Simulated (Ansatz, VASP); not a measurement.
## HfO2 in VASP and in Ansatz

```
Hf O
1.0
     0.00000    2.63108    2.63108
     2.63108    0.00000    2.63108
     2.63108    2.63108    0.00000
Hf O
1 2
Direct
  0.00000 0.00000 0.00000
  0.25000 0.25000 0.25000
  0.75000 0.75000 0.75000
```

Alike in both runs: task single point; functional PBE; k mesh 8 × 8 × 8; occupations gaussian, width 0.02 eV; no spin polarisation.

|  | VASP | Ansatz |
| --- | --- | --- |
| version | VASP 6.6.1 | Ansatz 0.2.0 |
| potentials or method | VASP PAW PBE potentials, release 64 (Hf_pv, O) | scalar-relativistic, plane waves, PAW |
| plane-wave cutoff (eV) | 520 | 420 |
| valence electrons in the cell | 22 | 38 |

```tsv
	VASP	Ansatz	Ansatz less VASP
gap on the k mesh at the Fermi level (eV)	3.49	3.50	+0.011
least direct gap on the mesh (eV)	3.49	3.50	+0.011
pressure (GPa)	-22.0	-19.2	+2.78
```

The functional is the same, so the differences come from potentials, cutoffs and numerics. The two sets of potentials don't hold the same shells in valence.

Caveats: so large a pressure means that the cell lies far from this level's equilibrium, or that cutoff or potentials fall short (VASP); spin-orbit coupling is left out, which moves the levels of the heavy elements. A k mesh can miss the band edges. As with any semilocal functional, this PBE gap is likely too small.
